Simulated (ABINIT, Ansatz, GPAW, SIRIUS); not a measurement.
One calculation of CoO, 5 ways

```xyz
2
Lattice="-1.5080 1.5080 2.1072 1.5080 -1.5080 2.1072 1.5080 1.5080 -2.1072" Properties=species:S:1:pos:R:3 pbc="T T T"
Co    0.0000    0.0000    0.0000
O     0.0000    0.0000    2.1072
```

Alike in all runs: task single point; functional PBEsol; k mesh 12 × 12 × 12; occupations fermi-dirac, width 0.05 eV; collinear spin, ferromagnetic start; no spin-orbit coupling. Pressure is positive in compression and, in plane waves, holds the error of the finite cutoff, which Ansatz's Pulay term estimates and takes out.

```tsv
program and potentials	plane-wave cutoff (eV)	notes	band gap (eV)	pressure (GPa)	net moment per atom (μB)
Ansatz, Ansatz PAW	420	potentials made for PBE, which Ansatz adapts in part; 11.5 valence electrons an atom on average; Pulay term of +0.77 GPa included	no gap	-9.11	1.47
GPAW, PAW data sets generated for this functional	800	7.5 valence electrons an atom on average	no gap	-8.24	1.47
SIRIUS, PseudoDojo 0.4.1 PBEsol standard (scalar relativistic)	1307	11.5 valence electrons an atom on average	no gap	-9.41	1.49
Ansatz, all-electron LAPW, scalar-relativistic	-	-	no gap	-9.15	1.47
ABINIT, JTH PAW PBE v2.0	707	potentials made for PBE; 11.5 valence electrons an atom on average	?	?	?
```

**Question.** Estimate from the other rows what the run with ABINIT, JTH PAW PBE v2.0 gave.

**Answer.** No band gap; pressure -9.32 GPa; net moment per atom 1.47 μB. The other rows, which needn't bracket it: pressure -9.41 to -8.24; net moment per atom 1.47 to 1.49.
